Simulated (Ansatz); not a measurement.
Runs of Ansatz 0.2.0 on CdF2. Symmetry: Fm-3m, No. 225, cubic system. Conventional cell: a = 5.388 Å, b = 5.388 Å, c = 5.388 Å, α = 90.00°, β = 90.00°, γ = 90.00°. Cd (site symmetry m-3m) has 8 F at 2.33 Å as nearest neighbours. F (site symmetry -43m) has 4 Cd at 2.33 Å as nearest neighbours. 

```csv
task,level,cell,k mesh,smearing,level,run kind,gap on the mesh (eV),pressure (GPa),relaxed volume (Å³/atom)
band structure,PBEsol,as given,8 × 8 × 8,fixed,pbesol,scf,2.94,(b),-
relaxation of cell and atoms,PBEsol+D4,relaxed,9 × 9 × 9,fermi-dirac 0.05 eV,-,-,(a),0.0,12.86
relaxation of cell and atoms,BLYP,relaxed,9 × 9 × 9,fermi-dirac 0.05 eV,-,-,2.87,0.0,14.11
relaxation of cell and atoms,RPBE,relaxed,9 × 9 × 9,fermi-dirac 0.05 eV,-,-,2.96,0.0,14.43
relaxation of cell and atoms,PBEsol+D3(BJ),relaxed,9 × 9 × 9,fermi-dirac 0.05 eV,-,-,(c),0.0,12.80
```

Alike in all rows: potentials or basis Ansatz PAW; no spin polarisation; cutoff (eV) 420.

Estimate the missing entries.

(a) 3.01; (b) -0.2; (c) 3.03.

Caveats: the PAW data sets come from PBE, with cores solved anew for the run's functional, which leaves a small shift of forces and pressure; the plane-wave basis is chosen anew once the cell has moved, so the energies of steps on either side of that aren't comparable (some runs); the potentials were made for another functional, which shifts forces and pressure (some runs); odd divisions of the mesh miss points on the zone boundary, where band edges often lie, so the gap on the mesh can be too wide (some runs); the volume moved by +11 % from the deposited cell, more than functionals usually miss (some runs).

A k mesh can miss the band edges, and the runs leave out spin-orbit coupling on Cd.

Not every run made on this cell is shown here.
